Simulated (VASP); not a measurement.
# Ca (P6_3/mmc) in VASP: further runs, part 2 of 2

VASP 6.6.1. Earlier steps stand in the parts before.

**3. Relaxation of cell and atoms, PBE**

This run uses another cell than the first one, of 42.35 Å³/atom, 0.947 times its volume.

The input, INCAR:

```
SYSTEM = Ca
ALGO     = Normal         ! electronic algorithm
EDIFF    = 1E-7           ! SCF threshold, eV
EDIFFG   = -0.005         ! ionic threshold
ENCUT    = 520            ! plane-wave cutoff, eV
GGA      = PE             ! functional
IBRION   = 2              ! ionic algorithm
ISIF     = 3              ! what is computed and relaxed
ISMEAR   = 0              ! smearing method
LASPH    = .TRUE.         ! aspherical terms in the spheres
LCHARG   = .FALSE.        ! write CHGCAR
LREAL    = .FALSE.        ! projectors in reciprocal space
LWAVE    = .FALSE.        ! write WAVECAR
NELM     = 120            ! most SCF steps
NSW      = 60             ! ionic steps
POTIM    = 0.3            ! step
PREC     = Accurate       ! precision mode
SIGMA    = 0.1            ! smearing width, eV
```

The input, KPOINTS:

```
k-points
0
G
  13 13 7
  0 0 0
```

The input, POSCAR:

```
Ca                                      
1.0
    3.8984997830     -0.0000000000     -0.0000000000
   -1.9492498915      3.3761998515     -0.0000000000
   -0.0000000000      0.0000000000      6.4355169689
  Ca            
     2
Direct
     0.3333333300000021    0.6666666699999979    0.2500000000000000
     0.6666666699999979    0.3333333300000021    0.7500000000000000
```

Potentials or basis: VASP PAW PBE potentials, release 64 (Ca_sv).

The run is started by

```bash
> cat potpaw_PBE.64/Ca_sv/POTCAR > POTCAR
> mpirun -np 1 vasp_std > vasp.out
```

OUTCAR:

```text
SYSTEM = Ca
   EDIFF = 1E-7
   EDIFFG = -0.005
   ENCUT = 520
   GGA = PE
   IBRION = 2
   ISIF = 3
   ISMEAR = 0
   LASPH = .TRUE.
   LREAL = .FALSE.
   NELM = 120
   NSW = 60
   POTIM = 0.3
   PREC = Accurate

 ion  position               nearest neighbor table
   1  0.333  0.667  0.250-
   2  0.667  0.333  0.750-

  LATTYP: Found a hexagonal cell.
 ALAT       =     3.8984997830
 C/A-ratio  =     1.6507675586

  Lattice vectors:

 A1 = (   3.8984997830,   0.0000000000,   0.0000000000)
 A2 = (  -1.9492498915,   3.3761998515,   0.0000000000)
 A3 = (   0.0000000000,   0.0000000000,   6.4355169689)

Analysis of symmetry for initial positions (statically):
=====================================================================
 Subroutine PRICEL returns:
 Original cell was already a primitive cell.

 Routine SETGRP: Setting up the symmetry group for a
 hexagonal supercell.

 Subroutine GETGRP returns: Found 24 space group operations
 (whereof 12 operations were pure point group operations)
 out of a pool of 24 trial point group operations.

The static configuration has the point symmetry D_3d.
 The point group associated with its full space group is D_6h.

Analysis of symmetry for dynamics (positions and initial velocities):
=====================================================================
 Subroutine PRICEL returns:
 Original cell was already a primitive cell.

 Routine SETGRP: Setting up the symmetry group for a
 hexagonal supercell.

 Subroutine GETGRP returns: Found 24 space group operations
 (whereof 12 operations were pure point group operations)
 out of a pool of 24 trial point group operations.

The dynamic configuration has the point symmetry D_3d.
 The point group associated with its full space group is D_6h.

 Subroutine INISYM returns: Found 24 space group operations
 (whereof 12 operations are pure point group operations),
 and found     1 'primitive' translations

----------------------------------------------------------------------------------------

                                     Primitive cell

  volume of cell :      84.7050

  direct lattice vectors                    reciprocal lattice vectors
     3.898499783  0.000000000  0.000000000     0.256508928  0.148095498  0.000000000
    -1.949249892  3.376199852  0.000000000     0.000000000  0.296190997  0.000000000
     0.000000000  0.000000000  6.435516969     0.000000000  0.000000000  0.155387672

  length of vectors
     3.898499783  3.898499785  6.435516969     0.296190997  0.296190997  0.155387672

  position of ions in fractional coordinates (direct lattice)
     0.333333330  0.666666670  0.250000000
     0.666666670  0.333333330  0.750000000

  ion indices of the primitive-cell ions
   primitive index   ion index
                 1           1
                 2           2

----------------------------------------------------------------------------------------

 KPOINTS: k-points

Automatic generation of k-mesh.
 Grid dimensions read from file:
 generate k-points for:   13   13    7
[... 45 lines left out ...]
 [... further k-points ...]
   k-points           NKPTS =     84   k-points in BZ     NKDIM =     84   number of bands    NBANDS=     14
   number of dos      NEDOS =    301   number of ions     NIONS =      2
   total plane-waves  NPLWV =  43200
   dimension x,y,z NGX =    30 NGY =   30 NGZ =   48
   dimension x,y,z NGXF=    60 NGYF=   60 NGZF=   96
   ions per type =               2
   NGX,Y,Z   is equivalent  to a cutoff of  12.79, 12.79, 12.40 a.u.
   NGXF,Y,Z  is equivalent  to a cutoff of  25.59, 25.59, 24.80 a.u.
 SYSTEM =  Ca
   PREC   = accura    normal or accurate (medium, high low for compatibility)
   ISTART =      0    job   : 0-new  1-cont  2-samecut
   ICHARG =      2    charge: 1-file 2-atom 10-const
   ISPIN  =      1    spin polarized calculation?
   LNONCOLLINEAR =      F non collinear calculations
   LSORBIT =      F    spin-orbit coupling
   LASPH  =      T    aspherical Exc in radial PAW
   ENCUT  =  520.0 eV  38.22 Ry    6.18 a.u.   7.25  7.25 11.97*2*pi/ulx,y,z
   NELM   =    120;   NELMIN=  2; NELMDL= -5     # of ELM steps
   EDIFF  = 0.1E-06   stopping-criterion for ELM
   LREAL  =      F    real-space projection
   EDIFFG = -.5E-02   stopping-criterion for IOM
   NSW    =     60    number of steps for IOM
   IBRION =      2    ionic relax: 0-MD 1-quasi-New 2-CG
   NFREE  =      1    steps in history (QN), initial steepest desc. (CG)
   ISIF   =      3    stress and relaxation
   ISYM   =      2    0-nonsym 1-usesym 2-fastsym
   POTIM  = 0.3000    time-step for ionic-motion
   TEBEG  =    0.0;   TEEND  =   0.0 temperature during run
   PSTRESS=    0.0 pullay stress
   NELECT =      20.0000    total number of electrons
   NUPDOWN=      -1.0000    fix difference up-down
   EMIN   =  10.00;   EMAX   =-10.00  energy-range for DOS
   EFERMI =   0.00;   METHOD = LEGACY
   ISMEAR =     0;   SIGMA  =   0.10  broadening in eV -4-tet -1-fermi 0-gaus
   EFERMI_NEDOS =   21; number of points for ismear=-14 and -15
   IALGO  =     38    algorithm
   IMIX   =      4    mixing-type and parameters
     AMIX     =   0.40;   BMIX     =  1.00
     AMIX_MAG =   1.60;   BMIX_MAG =  1.00
  volume/ion in A,a.u.               =      42.35       285.81
  Fermi-wavevector in a.u.,A,eV,Ry     =   1.011848  1.912115 13.930130  1.023836
  Thomas-Fermi vector in A             =   2.144922
   LORBIT       =      0    0 simple, 1 ext, 2 COOP (PROOUT), +10 PAW based schemes
   GGA     = PE    functional components
   LHFCALC =     F    Hartree Fock is set to
   AEXX    =    0.0000 exact exchange contribution
   IVDW    =     0    specifies the selected vdW correction
   LEPSILON=     F    determine dielectric tensor
   LRPA    =     F    only Hartree local field effects (RPA)
 conjugate gradient relaxation of ions
 non-spin polarized calculation
 Gauss-broadening in eV      SIGMA  =   0.10
  energy-cutoff  :      520.00
  volume of cell :       84.71
 maximum number of plane-waves:      2303
 NGX is ok and might be reduce to    30
   NGX = 15   NGY = 15   NGZ = 23

 number of electron      19.9999993 magnetization

 Free energy of the ion-electron system (eV)
  ---------------------------------------------------
  ext. energy  EPLUGINS =         0.00000000
  ---------------------------------------------------
  free energy    TOTEN  =        -3.85845059 eV

  energy without entropy =       -3.84720156  energy(sigma->0) =       -3.85282607

 E-fermi :   2.0203     XC(G=0):  -7.7236

 val. band max:        2.0153368560   @ k =   0.2308   0.1538   0.0000
 cond. band min:       2.0260661862   @ k =   0.3077   0.2308   0.0000
 fundamental gap:      0.0107293302
 Fermi energy:         2.0203266734

 k-point     1 :       0.0000    0.0000    0.0000
  band No.  band energies     occupation
      1     -40.0676      2.00000
      2     -40.0549      2.00000
      3     -21.1121      2.00000
      4     -21.0061      2.00000
      5     -21.0061      2.00000
      6     -20.9883      2.00000
      7     -20.9883      2.00000
      8     -20.9796      2.00000
      9      -2.0754      2.00000
     10       0.9175      2.00000
     11       1.7385      1.99993
     12       4.2221      0.00000
     13       4.2739      0.00000
     14       4.2739      0.00000
[... 377 lines left out ...]
      1     -40.0644      2.00000
      2     -40.0541      2.00000
      3     -21.0972      2.00000
      4     -21.0277      2.00000
      5     -21.0150      2.00000
      6     -21.0122      2.00000
      7     -20.9934      2.00000
      8     -20.9871      2.00000
      9      -1.6346      2.00000
     10       0.8044      2.00000
     11       2.1730      0.03087
     12       3.7133      0.00000
     13       4.1938      0.00000
     14       4.2860      0.00000

 [... further k-points ...]

------------------------ aborting loop because EDIFF is reached ----------------------------------------

  FORCE on cell =-STRESS in cart. coord.  units (eV):
  Direction    XX          YY          ZZ          XY          YZ          ZX
  --------------------------------------------------------------------------------------
  -------------------------------------------------------------------------------------
  Total        0.0084951      0.0084951      0.0068508      0.0000000     -0.0000000      0.0000000
  in kB        0.1606836      0.1606836      0.1295821      0.0000000     -0.0000000      0.0000000
  external PRESSURE =       0.1503164 kB  Pullay stress =       0.0000000 kB

 VOLUME and BASIS-vectors are now :
 -----------------------------------------------------------------------------
  energy-cutoff  :      520.00
  volume of cell :       84.71
      direct lattice vectors                 reciprocal lattice vectors
     3.898499783  0.000000000  0.000000000     0.256508928  0.148095498  0.000000000
    -1.949249892  3.376199852  0.000000000     0.000000000  0.296190997  0.000000000
     0.000000000  0.000000000  6.435516969     0.000000000  0.000000000  0.155387672

 POSITION                                       TOTAL-FORCE (eV/Angst)
 -----------------------------------------------------------------------------------
     -0.00000      2.25080      1.60888         0.000000      0.000000      0.000000
      1.94925      1.12540      4.82664        -0.000000     -0.000000      0.000000
 -----------------------------------------------------------------------------------
    total drift:                               -0.000006      0.000003     -0.000000

  FREE ENERGIE OF THE ION-ELECTRON SYSTEM (eV)
  ---------------------------------------------------
  free  energy   TOTEN  =        -3.8584505866 eV

  energy  without entropy=       -3.8472015622  energy(sigma->0) =       -3.85282607

 reached required accuracy - stopping structural energy minimisation
```

It took 42 s on 1 thread of Intel Xeon 6975P-C (Granite Rapids), shared host; peak memory 0.24 GiB.

What came out:

* Free energy: -3.8585 eV
* Pressure after relaxing: 0.0 GPa
* Band gap on the k mesh: none (metal or under the smearing width)

Final structure:
```
CELL_PARAMETERS angstrom
3.89850 0.00000 0.00000
-1.94925 3.37620 0.00000
0.00000 0.00000 6.43552
ATOMIC_POSITIONS crystal
Ca 0.33333 0.66667 0.25000
Ca 0.66667 0.33333 0.75000
```

Caveat: the relaxation stopped at its first step, so nothing moved.
